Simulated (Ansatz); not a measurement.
# Tantalum, bcc under revPBE: from relaxation to bulk modulus, part 1 of 2

What does revPBE give for tantalum in the bcc structure? We relax it, solve it on a dense k-mesh, switch on spin-orbit coupling, then scale the cell to 7 volumes from 88 to 112 % of the relaxed one and try a fit of the equation of state. The k-meshes are 13×13×13 for the relaxation; 22×22×22 for the dense run; 13×13×13 for spin-orbit coupling; 22×22×22 for the volumes. The starting cell is the deposited one, from the Crystallography Open Database.

Program: Ansatz 0.2.0. Level of theory: DFT revPBE, plane waves (420 eV) with PAW, scalar-relativistic; PAW files made under PBE, frozen cores solved again for the functional. These are calculated values, not measurements.

### Step 1. The structure to begin with

The structure is cubic, space group Im-3m (No. 229). The conventional cell has a = 3.306 Å, b = 3.306 Å, c = 3.306 Å, α = 90.00°, β = 90.00°, γ = 90.00°. Ta (site symmetry m-3m) is surrounded by 8 Ta at 2.86 Å.

Structure file:

```xyz
1
Lattice="-1.6529 1.6529 1.6529 1.6529 -1.6529 1.6529 1.6529 1.6529 -1.6529" Properties=species:S:1:pos:R:3 pbc="T T T"
Ta    0.0000    0.0000    0.0000
```

### Step 2. Relaxing cell and atoms

Contents of input.yaml:

```yaml
crystal:
  lattice:
    - [-1.6529, 1.6529, 1.6529]
    - [1.6529, -1.6529, 1.6529]
    - [1.6529, 1.6529, -1.6529]
  atoms:
    - { symbol: Ta, position: [0.0, 0.0, 0.0] }
hamiltonian:
  xc: revpbe
  pseudopotentials:
    kind: paw
    azcp:
      Ta: "pseudopotentials/Ta.paw.azcp"
basis:
  ecutwfc: 420
  fft_grid_basis: typed
kpoints:
  mp_grid: { grid: [13, 13, 13], shift: [0, 0, 0] }
magnetization:
  spin_polarized: false
scf:
  occupations: { method: fermi_dirac, width: 0.1 }
relax:
  max_steps: 60
  f_tol: 0.01
  cell: {}
```

What it wrote:

```text
Engine: ansatz 0.2.0, x86_64-unknown-linux-gnu
Pseudopotentials: kind: paw
Pseudopotential: Ta, paw, valence charge 13, recommended cutoff 420 eV (normal), <dir>
Functional definition: revPBE
  parameter kappa = 1.245
  parameter beta = 0.06672455060314922
  exchange = pbe_x(kappa = kappa, mu = beta*pi^2/3)
  correlation = pbe_c(beta = beta)
Crystal: 1 atoms, lattice volume = 18.063 Å³
Basis set: ecut = 420 eV, 369 PW (Γ), exchange–correlation on 40×40×40 points (8 copies of the dense FFT grid, shifted against one another)
Bands: 11, of which v1, the nominal top of the filled ones, is band 7 counted from 1 (6 counted from 0)
Symmetry: 48 space group operations
Space group: Im-3m (ITA 229), of the structure as read, at distance tolerance 2.6e-5 Å
k-points: 84 of 2197
Non-local potential: Ta, projectors of the file, l = 0: 3, l = 1: 2, l = 2: 2, l = 3: 1
PAW form: soft (Blöchl's): semilocal exchange-correlation on the pseudo side does not see the compensation charge
PAW frozen core: Ta, regenerated for the run's functional, and the local potential with it (the file was generated under x = pbe(κ = 0.804, μ = 0.2195149727645171), c = pbe(β = 0.06672455060314922))
PAW one-centre angular grid: Ta, 590 points (default); XC on 64 Gauss nodes
Initial density: superposition of atomic densities (neutral atoms: chi_scale 0, normalization atom), corrected by the library's trained network
Initial wavefunctions: pseudopotential atomic-orbital guess
Functional: x = revpbe(κ = 1.245, μ = 0.2195149727645171), c = pbe(β = 0.06672455060314922)
SCF iter   1: F=—  HF=-9941.200448 eV  |F-HF|=—  |Δ(HF+E_count)|=         —  Δρ=2.53e-3  dr2=3.47e-4  ethr=1.77e-3  ⟨swp⟩=5.1  Hψ=5181  notcnv=0
preconditioner: auto → none  [metal: Δε(μ)=0.047 eV  Ē_g=8.306 eV  σ=0.100 eV  W_gap=0.12  n_scr=0 (ndim 8)  ℏωp=19.5 eV  f_vac=0.000  D(μ)=1.36/eV (n_scr^D=12)]
SCF iter   2: F=—  HF=-9941.200385 eV  |F-HF|=—  |Δ(HF+E_count)|=   6.33e-5  Δρ=1.31e-3  dr2=1.03e-4  ethr=2.67e-6  ⟨swp⟩=2.4  Hψ=2049  notcnv=0
SCF iter   3: F=—  HF=-9941.200498 eV  |F-HF|=—  |Δ(HF+E_count)|=   1.13e-4  Δρ=1.86e-4  dr2=1.94e-6  ethr=7.90e-7  ⟨swp⟩=2.0  Hψ=1465  notcnv=0
SCF iter   4: F=—  HF=-9941.200502 eV  |F-HF|=—  |Δ(HF+E_count)|=   3.80e-6  Δρ=6.80e-5  dr2=2.22e-7  ethr=1.49e-8  ⟨swp⟩=1.0  Hψ=920  notcnv=0
iter 5 did not close the SCF: its close was put off for the readings that it lacked (scf_convergence_deferred on its scf_iter line)
SCF iter   5: F=-9941.200502 eV  HF=-9941.200502 eV  |F-HF|=2.11e-8  |Δ(HF+E_count)|=   5.76e-8  Δρ=2.60e-5  dr2=3.79e-8  ethr=1.71e-9  ⟨swp⟩=2.0  Hψ=1256  notcnv=0
SCF iter   6: F=-9941.200502 eV  HF=-9941.200502 eV  |F-HF|=9.53e-10  |Δ(HF+E_count)|=   1.54e-8  Δρ=5.56e-6  dr2=1.75e-9  ethr=2.92e-10  ⟨swp⟩=2.0  Hψ=2962  notcnv=0
SCF 1 converged in 6 iterations: F = -9941.200502 eV  dr2 = 1.75e-9
relax step   1: F+E_penalty+E_count = -9941.20050202 eV  Δ(F+E_penalty+E_count) = +0.000e0 eV  max|allowed force component| = 0.000e0 eV/Å  Δτ_max = 0.0000 Å  P = +5.355 GPa  Ω = 18.063 Å³  (6 SCF iters, dr2 threshold 1.00e-7 eV, accepted)
Crystal: 1 atoms, lattice volume = 20.042 Å³
Basis set: ecut = 420 eV, 381 PW (Γ), exchange–correlation on 40×40×40 points (8 copies of the dense FFT grid, shifted against one another)
Initial density: handed on by an earlier stage of this run
Initial wavefunctions: those handed on with the density
iter 1 solved again at ethr=9.50e-6 eV; its pass at ethr=3.10e-3 eV (dr2=1.23e-3 eV) is discarded
SCF iter   1: F=—  HF=-9941.144030 eV  |F-HF|=—  |Δ(HF+E_count)|=         —  Δρ=2.88e-3  dr2=1.06e-3  ethr=9.50e-6  ⟨swp⟩=1.7  Hψ=7229  notcnv=0
preconditioner: auto → none  [metal: Δε(μ)=0.003 eV  Ē_g=7.481 eV  σ=0.100 eV  W_gap=0.01  n_scr=0 (ndim 8)  ℏωp=18.5 eV  f_vac=0.000  D(μ)=1.42/eV (n_scr^D=12)]
SCF iter   2: F=—  HF=-9941.144238 eV  |F-HF|=—  |Δ(HF+E_count)|=   2.08e-4  Δρ=1.13e-3  dr2=7.18e-5  ethr=8.14e-6  ⟨swp⟩=2.5  Hψ=1289  notcnv=0
SCF iter   3: F=—  HF=-9941.144410 eV  |F-HF|=—  |Δ(HF+E_count)|=   1.73e-4  Δρ=3.13e-4  dr2=5.13e-6  ethr=5.52e-7  ⟨swp⟩=2.5  Hψ=1303  notcnv=0
SCF iter   4: F=-9941.144425 eV  HF=-9941.144425 eV  |F-HF|=2.04e-9  |Δ(HF+E_count)|=   1.49e-5  Δρ=1.22e-5  dr2=1.99e-8  ethr=7.69e-10  ⟨swp⟩=2.9  Hψ=3547  notcnv=0
SCF 2 converged in 4 iterations: F = -9941.144425 eV  dr2 = 1.99e-8
relax step   2: F+E_penalty+E_count = -9941.14442540 eV  Δ(F+E_penalty+E_count) = +5.608e-2 eV  max|allowed force component| = 0.000e0 eV/Å  Δτ_max = 0.0000 Å  P = -12.768 GPa  Ω = 20.042 Å³  energy of the carried Pulay correction = -7.168e-4 eV  (4 SCF iters, dr2 threshold 1.00e-7 eV, rejected (line search))
Crystal: 1 atoms, lattice volume = 18.606 Å³
iter 1 solved again at ethr=3.35e-6 eV; its pass at ethr=3.10e-3 eV (dr2=4.35e-4 eV) is discarded
SCF iter   1: F=—  HF=-9941.207956 eV  |F-HF|=—  |Δ(HF+E_count)|=         —  Δρ=2.01e-3  dr2=4.30e-4  ethr=3.35e-6  ⟨swp⟩=1.8  Hψ=7092  notcnv=0
preconditioner: auto → none  [metal: Δε(μ)=0.047 eV  Ē_g=8.057 eV  σ=0.100 eV  W_gap=0.12  n_scr=0 (ndim 8)  ℏωp=19.2 eV  f_vac=0.000  D(μ)=1.35/eV (n_scr^D=12)]
SCF iter   2: F=—  HF=-9941.208076 eV  |F-HF|=—  |Δ(HF+E_count)|=   1.21e-4  Δρ=8.09e-4  dr2=3.41e-5  ethr=3.30e-6  ⟨swp⟩=2.4  Hψ=1264  notcnv=0
SCF iter   3: F=—  HF=-9941.208163 eV  |F-HF|=—  |Δ(HF+E_count)|=   8.66e-5  Δρ=1.98e-4  dr2=1.87e-6  ethr=2.62e-7  ⟨swp⟩=2.4  Hψ=1247  notcnv=0
SCF iter   4: F=—  HF=-9941.208168 eV  |F-HF|=—  |Δ(HF+E_count)|=   5.20e-6  Δρ=7.62e-6  dr2=7.18e-9  ethr=1.44e-8  ⟨swp⟩=2.9  Hψ=1528  notcnv=0
SCF iter   5: F=—  HF=-9941.208168 eV  |F-HF|=—  |Δ(HF+E_count)|=   1.86e-9  Δρ=1.18e-6  dr2=1.48e-10  ethr=5.52e-11  ⟨swp⟩=2.1  Hψ=1347  notcnv=0
SCF iter   6: F=-9941.208168 eV  HF=-9941.208168 eV  |F-HF|=0.00e0  |Δ(HF+E_count)|=  1.82e-11  Δρ=1.23e-7  dr2=1.56e-12  ethr=1.00e-12  ⟨swp⟩=5.8  Hψ=3533  notcnv=0
SCF 3 converged in 6 iterations: F = -9941.208168 eV  dr2 = 1.56e-12
relax step   3: F+E_penalty+E_count = -9941.20816829 eV  Δ(F+E_penalty+E_count) = -7.666e-3 eV  max|allowed force component| = 0.000e0 eV/Å  Δτ_max = 0.0000 Å  P = -0.573 GPa  Ω = 18.606 Å³  energy of the carried Pulay correction = -2.043e-4 eV  (6 SCF iters, accepted)
Crystal: 1 atoms, lattice volume = 18.550 Å³
iter 1 solved again at ethr=1.54e-8 eV; its pass at ethr=3.10e-3 eV (dr2=2.00e-6 eV) is discarded
SCF iter   1: F=—  HF=-9941.208286 eV  |F-HF|=—  |Δ(HF+E_count)|=         —  Δρ=8.42e-5  dr2=8.12e-7  ethr=1.54e-8  ⟨swp⟩=2.9  Hψ=6376  notcnv=0
preconditioner: auto → none  [metal: Δε(μ)=0.047 eV  Ē_g=8.088 eV  σ=0.100 eV  W_gap=0.12  n_scr=0 (ndim 8)  ℏωp=19.3 eV  f_vac=0.000  D(μ)=1.35/eV (n_scr^D=12)]
SCF iter   2: F=-9941.208289 eV  HF=-9941.208289 eV  |F-HF|=1.58e-7  |Δ(HF+E_count)|=   2.71e-6  Δρ=3.37e-5  dr2=6.36e-8  ethr=7.69e-10  ⟨swp⟩=2.9  Hψ=3451  notcnv=0
SCF 4 converged in 2 iterations: F = -9941.208289 eV  dr2 = 6.36e-8
relax step   4: F+E_penalty+E_count = -9941.20828915 eV  Δ(F+E_penalty+E_count) = -1.209e-4 eV  max|allowed force component| = 0.000e0 eV/Å  Δτ_max = 0.0000 Å  P = +0.003 GPa  Ω = 18.550 Å³  energy of the carried Pulay correction = -1.834e-4 eV  (2 SCF iters, dr2 threshold 1.00e-7 eV, accepted)
Initial wavefunctions: pseudopotential atomic-orbital guess (no wavefunctions were taken with the density)
iter 1 solved again at ethr=6.39e-8 eV; its pass at ethr=3.10e-3 eV (dr2=8.31e-6 eV) is discarded
SCF iter   1: F=—  HF=-9941.208486 eV  |F-HF|=—  |Δ(HF+E_count)|=         —  Δρ=7.89e-5  dr2=1.67e-7  ethr=6.39e-8  ⟨swp⟩=3.2  Hψ=7707  notcnv=0
preconditioner: auto → none  [metal: Δε(μ)=0.047 eV  Ē_g=8.089 eV  σ=0.100 eV  W_gap=0.12  n_scr=0 (ndim 8)  ℏωp=19.3 eV  f_vac=0.000  D(μ)=1.35/eV (n_scr^D=12)]
SCF iter   2: F=—  HF=-9941.208491 eV  |F-HF|=—  |Δ(HF+E_count)|=   4.69e-6  Δρ=3.88e-5  dr2=3.71e-8  ethr=1.29e-9  ⟨swp⟩=1.6  Hψ=1086  notcnv=0
SCF iter   3: F=—  HF=-9941.208491 eV  |F-HF|=—  |Δ(HF+E_count)|=   7.94e-8  Δρ=2.50e-6  dr2=5.06e-10  ethr=2.85e-10  ⟨swp⟩=2.3  Hψ=1482  notcnv=0
SCF iter   4: F=—  HF=-9941.208491 eV  |F-HF|=—  |Δ(HF+E_count)|=  8.91e-11  Δρ=4.54e-7  dr2=1.89e-11  ethr=3.89e-12  ⟨swp⟩=2.9  Hψ=1512  notcnv=0
SCF iter   5: F=-9941.208491 eV  HF=-9941.208491 eV  |F-HF|=3.64e-12  |Δ(HF+E_count)|=  1.82e-12  Δρ=4.75e-8  dr2=2.39e-13  ethr=1.00e-12  ⟨swp⟩=5.0  Hψ=3056  notcnv=0
SCF 5 converged in 5 iterations: F = -9941.208491 eV  dr2 = 2.39e-13
relax step   5: F+E_penalty+E_count = -9941.20849113 eV  Δ(F+E_penalty+E_count) = -2.020e-4 eV  max|allowed force component| = 0.000e0 eV/Å  Δτ_max = 0.0000 Å  P = +0.015 GPa  Ω = 18.550 Å³  stress off target by 1.52e-2 GPa  SCF on the basis re-selected at this cell (its energy is not comparable with the rows above)  (5 SCF iters)
basis re-selected at this cell: Δ(F+E_penalty+E_count) = -2.020e-4 eV, ΔP = +0.012 GPa vs the last step (what re-selecting the basis moved, of the pressure what is left beyond the Pulay correction that the steps carried, after the strain that the cell walked since its last selection, with what the two solves' SCF thresholds leave and, on support functions, any second-order correction that the steps lacked; it is no measure of the basis error at this ecutwfc). This SCF's stress stands 1.52e-2 GPa from its target on what of the cell is left free (relax.cell.stress_tol is 5.00e-2 GPa) and its largest allowed force component is 0.00e0 eV/Å (relax.f_tol is 1.00e-2 eV/Å): within both
SCF converged after 5 iterations
Free energy (F): -9941.208491 eV
Harris-Foulkes:  -9941.208491 eV  (|F-HF|=3.64e-12)
Internal energy: -9941.164117 eV  (E = F + TS)
E sigma→0 (E₀):  -9941.186304 eV
Entropy (-TS):   -0.044374 eV (-44.374 meV/atom)
Fermi energy:    18.096974 eV
--- Per-component energies (eV) ---
  E_band       = -110.927336
  E_kinetic    = 365.234050
  E_local      = -563.691926  (includes V_loc(G=0)·N_el)
  E_nonlocal   = 13.912208
  E_hartree    = 194.716660
  E_xc         = -218.421683
  E_vxc        = -203.604997  (∫ρ·V_xc dr)
  E_paw        = -8405.213505  (= ΣΔE_a)
  E_vpaw       = -112.210144  (= ΣTr[D̂ρ^β])
  E_aug_tail   = 0.000145  (compensation charges beyond the density's cutoff)
  E_ewald      = -1327.680794
  E_core_change = -0.019271  (= ΣΔE_core)
  E_smearing   = -0.044374  (= −TS)
  E_closure    = 0.000000  (closes the sum)
  Σ components = -9941.208491   (vs F -9941.208491, Δ=0.00e0)
--- Forces (eV/Å), atoms counted from 1 ---
  atom   1  Ta    -0.00000000    -0.00000000     0.00000000
  max |Σ_I F_I| component: 1.85e-32 eV/Å
--- Stress (GPa, compression-positive) ---
        0.015219       0.000000       0.000000
        0.000000       0.015219       0.000000
        0.000000      -0.000000       0.015219
  P = ⅓ Tr σ = 0.0152 GPa (0.152 kbar)
--- Relaxed structure (4 steps of the walk, 3 accepted, 1 SCFs on fresh bases) ---
  F+E_penalty+E_count = -9941.20849113 eV   max|allowed force component| = 0.000e0 eV/Å   (the final SCF, on the basis selected at the relaxed cell)
  cell:  # Å, volume = 18.5500 Å³
    - [-1.667611017587364, 1.667611017587364, 1.667611017587364]
    - [1.667611017587364, -1.667611017587364, 1.667611017587364]
    - [1.667611017587364, 1.667611017587364, -1.667611017587364]
  atoms:
    - { symbol: Ta, position: [0.0, 0.0, 0.0] }
```

It took 9.6 s on 2 threads of an x86-64 CPU, shared host; peak memory 0.5 GiB.

Step by step:

```tsv
step	energy change (meV/atom)	largest force (eV/Å)	pressure (GPa)	volume (Å³/atom)	accepted
1	0.00	0.0000	5.35	18.063	yes
2	56.08	0.0000	-12.77	20.042	no
3	-7.67	0.0000	-0.57	18.606	yes
4	-7.79	0.0000	0.00	18.550	yes
5	-7.99	0.0000	0.02	18.550	yes
```

Steps that repeat a cell are solved on a basis chosen anew, so their changes of energy are no gain of the relaxation.

Changes in the cell that was computed:

|  | before | after | change |
| --- | --- | --- | --- |
| a (Å) | 2.863 | 2.888 | +0.9 % |
| b (Å) | 2.863 | 2.888 | +0.9 % |
| c (Å) | 2.863 | 2.888 | +0.9 % |
| volume (Å³/atom) | 18.063 | 18.550 | +2.7 % |
| shortest distance (Å) | 2.863 | 2.888 | +0.9 % |
| space group (spins left aside) | Im-3m | Im-3m | same |

### Step 3. The energy on a finer k-mesh

Contents of input.yaml:

```yaml
crystal:
  lattice:
    - [-1.6676110176, 1.6676110176, 1.6676110176]
    - [1.6676110176, -1.6676110176, 1.6676110176]
    - [1.6676110176, 1.6676110176, -1.6676110176]
  atoms:
    - { symbol: Ta, position: [0.0, 0.0, 0.0] }
hamiltonian:
  xc: revpbe
  pseudopotentials:
    kind: paw
    azcp:
      Ta: "pseudopotentials/Ta.paw.azcp"
basis:
  ecutwfc: 420
  fft_grid_basis: typed
kpoints:
  mp_grid: { grid: [22, 22, 22], shift: [0, 0, 0] }
magnetization:
  spin_polarized: false
scf:
  occupations: { method: fermi_dirac, width: 0.1 }
```

What it wrote (excerpt; [...] marks lines left out):

```text
[...]
[... 3 set-up lines as earlier in the session ...]
[...]
Crystal: 1 atoms, lattice volume = 18.550 Å³
Basis set: ecut = 420 eV, 369 PW (Γ)
Bands: 11, of which v1, the nominal top of the filled ones, is band 7 counted from 1 (6 counted from 0)
[... 2 set-up lines as earlier in the session ...]
k-points: 328 of 10648
[...]
SCF iter   1: F=—  HF=-9941.206905 eV  |F-HF|=—  |Δ(HF+E_count)|=         —  Δρ=2.47e-3  dr2=3.55e-4  ethr=1.77e-3  ⟨swp⟩=5.1  Hψ=20116  notcnv=0
[...]
SCF iter   6: F=-9941.207050 eV  HF=-9941.207050 eV  |F-HF|=6.55e-11  |Δ(HF+E_count)|=  6.58e-10  Δρ=1.03e-6  dr2=8.20e-11  ethr=1.46e-11  ⟨swp⟩=1.0  Hψ=10636  notcnv=0
[...]
SCF converged after 6 iterations
Free energy (F): -9941.207050 eV
[...]
E sigma→0 (E₀):  -9941.184641 eV
Entropy (-TS):   -0.044818 eV (-44.818 meV/atom)
Fermi energy:    18.104775 eV
[...]
```

It took 4.9 s on 2 threads of an x86-64 CPU, shared host; peak memory 0.53 GiB.

### Step 4. Spin-orbit coupling switched on

input.yaml: that of step 3 with these lines changed.

```diff
@@ -10,3 +10,3 @@
   pseudopotentials:
-    kind: paw
+    kind: paw_fr
     azcp:
@@ -17,5 +17,6 @@
 kpoints:
-  mp_grid: { grid: [22, 22, 22], shift: [0, 0, 0] }
+  mp_grid: { grid: [13, 13, 13], shift: [0, 0, 0] }
 magnetization:
-  spin_polarized: false
+  noncollinear: true
+  spin_orbit: true
 scf:
```

What it wrote (excerpt; [...] marks lines left out):

```text
[...]
Pseudopotentials: kind: paw_fr
Pseudopotential: Ta, paw_fr, valence charge 13, recommended cutoff 420 eV (normal), <dir>
[... 1 set-up line as earlier in the session ...]
[...]
non-collinear run that drives no moment, with spin-orbit: no starting moment large enough to seed its density (crystal.atoms[].spin), no starting occupations that ask for one, no magnetisation constraint and no magnetic field, so the semilocal B_xc is pinned to zero
Crystal: 1 atoms, lattice volume = 18.550 Å³
Basis set: ecut = 420 eV, 369 PW (Γ)
Bands: 22, of which v1, the nominal top of the filled ones, is band 13 counted from 1 (12 counted from 0)
Symmetry: 48 space group operations + 48 with time reversal
Magnetic group: BNS 229.141 (UNI 1643), of the structure as read, at distance tolerance 2.6e-5 Å
k-points: 84 of 2197
Projection manifold: j_resolved (fully-relativistic pseudo-atomic orbitals)
[...]
SCF iter   1: F=—  HF=-9963.835624 eV  |F-HF|=—  |Δ(HF+E_count)|=         —  Δρ=4.19e-2  dr2=3.16e-1  dr2_m=0.00e0 (ungated)  ethr=3.10e-3  |M|=0.00e0 ∫|m|=0.00e0 μB  |m|>n=0.0e0 m-floor=0.0e0 τ_xc=0.0e0  β_m=0.30  ⟨swp⟩=6.3  Hψ=4746  notcnv=0
[...]
SCF iter   6: F=-9963.744541 eV  HF=-9963.744541 eV  |F-HF|=1.10e-9  |Δ(HF+E_count)|=   1.31e-7  Δρ=6.19e-6  dr2=2.40e-9  dr2_m=0.00e0 (ungated)  ethr=7.69e-10  |M|=0.00e0 ∫|m|=0.00e0 μB  |m|>n=0.0e0 m-floor=0.0e0 τ_xc=0.0e0  ⟨swp⟩=2.0  Hψ=1803  notcnv=0
[...]
SCF converged after 6 iterations
Magnetization: |M| = 0.0000 μB,  M = (+0.0000, +0.0000, +0.0000) μB
Absolute magnetization: 0.0000 μB (∫|m|)
  site 0: m = (+0.0000, +0.0000, +0.0000) μB, |m| = 0.0000 μB  (R = 1.19 Å)
Free energy (F): -9963.744541 eV
[...]
E sigma→0 (E₀):  -9963.721758 eV
Entropy (-TS):   -0.045566 eV (-45.566 meV/atom)
Fermi energy:    18.069058 eV
[...]
```

Wall time 5.5 s (2 threads of an x86-64 CPU, shared host); peak memory 0.49 GiB.

With and without spin-orbit coupling:

```tsv
	scalar-relativistic	with spin-orbit coupling
k-mesh	22×22×22	13×13×13
gap on the mesh	none (levels filled in part)	none (levels filled in part)
```

The meshes differ, so small differences between the columns need not come from spin-orbit coupling.

### Step 5. Volume × 0.88

Contents of input.yaml:

```yaml
crystal:
  lattice:
    - [-1.5980449087, 1.5980449087, 1.5980449087]
    - [1.5980449087, -1.5980449087, 1.5980449087]
    - [1.5980449087, 1.5980449087, -1.5980449087]
  atoms:
    - { symbol: Ta, position: [0.0, 0.0, 0.0] }
hamiltonian:
  xc: revpbe
  pseudopotentials:
    kind: paw
    azcp:
      Ta: "pseudopotentials/Ta.paw.azcp"
basis:
  ecutwfc: 420
  fft_grid_basis: typed
kpoints:
  mp_grid: { grid: [22, 22, 22], shift: [0, 0, 0] }
magnetization:
  spin_polarized: false
scf:
  occupations: { method: fermi_dirac, width: 0.1 }
output:
  stress: true
```

What it wrote (excerpt; [...] marks lines left out):

```text
[...]
[... 3 set-up lines as earlier in the session ...]
[...]
Crystal: 1 atoms, lattice volume = 16.324 Å³
Basis set: ecut = 420 eV, 321 PW (Γ)
Bands: 11, of which v1, the nominal top of the filled ones, is band 7 counted from 1 (6 counted from 0)
[... 1 set-up line as earlier in the session ...]
Space group: Im-3m (ITA 229), of the structure as read, at distance tolerance 2.5e-5 Å
k-points: 328 of 10648
[...]
SCF iter   1: F=—  HF=-9941.017244 eV  |F-HF|=—  |Δ(HF+E_count)|=         —  Δρ=2.98e-3  dr2=6.86e-4  ethr=1.77e-3  ⟨swp⟩=5.2  Hψ=20257  notcnv=0
[...]
SCF iter   6: F=-9941.016911 eV  HF=-9941.016911 eV  |F-HF|=5.46e-12  |Δ(HF+E_count)|=  1.69e-10  Δρ=5.36e-7  dr2=1.14e-11  ethr=2.57e-11  ⟨swp⟩=1.6  Hψ=10641  notcnv=0
[...]
SCF converged after 6 iterations
Free energy (F): -9941.016911 eV
[...]
E sigma→0 (E₀):  -9940.997366 eV
Entropy (-TS):   -0.039088 eV (-39.088 meV/atom)
Fermi energy:    20.893961 eV
[...]
--- Stress (GPa, compression-positive) ---
       30.327500       0.000000      -0.000000
       -0.000000      30.327500      -0.000000
       -0.000000      -0.000000      30.327500
  P = ⅓ Tr σ = 30.3275 GPa (303.275 kbar)
```

Wall time 5.4 s (2 threads of an x86-64 CPU, shared host); peak memory 0.54 GiB.

### Step 6. Volume × 0.92

input.yaml: that of step 5 with these lines changed.

```diff
@@ -2,5 +2,5 @@
   lattice:
-    - [-1.5980449087, 1.5980449087, 1.5980449087]
-    - [1.5980449087, -1.5980449087, 1.5980449087]
-    - [1.5980449087, 1.5980449087, -1.5980449087]
+    - [-1.6218998422, 1.6218998422, 1.6218998422]
+    - [1.6218998422, -1.6218998422, 1.6218998422]
+    - [1.6218998422, 1.6218998422, -1.6218998422]
   atoms:
```

What it wrote (excerpt; [...] marks lines left out):

```text
[...]
[... 3 set-up lines as earlier in the session ...]
[...]
Crystal: 1 atoms, lattice volume = 17.066 Å³
Basis set: ecut = 420 eV, 321 PW (Γ)
Bands: 11, of which v1, the nominal top of the filled ones, is band 7 counted from 1 (6 counted from 0)
[... 2 set-up lines as earlier in the session ...]
k-points: 328 of 10648
[...]
SCF iter   1: F=—  HF=-9941.128494 eV  |F-HF|=—  |Δ(HF+E_count)|=         —  Δρ=2.62e-3  dr2=3.87e-4  ethr=1.77e-3  ⟨swp⟩=5.2  Hψ=20295  notcnv=0
[...]
SCF iter   6: F=-9941.128386 eV  HF=-9941.128386 eV  |F-HF|=9.09e-12  |Δ(HF+E_count)|=  2.71e-10  Δρ=2.17e-7  dr2=2.55e-12  ethr=2.17e-12  ⟨swp⟩=1.0  Hψ=10533  notcnv=0
[...]
SCF converged after 6 iterations
Free energy (F): -9941.128386 eV
[...]
E sigma→0 (E₀):  -9941.107684 eV
Entropy (-TS):   -0.041405 eV (-41.405 meV/atom)
Fermi energy:    19.886371 eV
[...]
--- Stress (GPa, compression-positive) ---
       18.207782      -0.000000      -0.000000
       -0.000000      18.207782       0.000000
        0.000000      -0.000000      18.207782
  P = ⅓ Tr σ = 18.2078 GPa (182.078 kbar)
```

Wall time 5.5 s (2 threads of an x86-64 CPU, shared host); peak memory 0.54 GiB.

(Continued in part 2 of 2.)
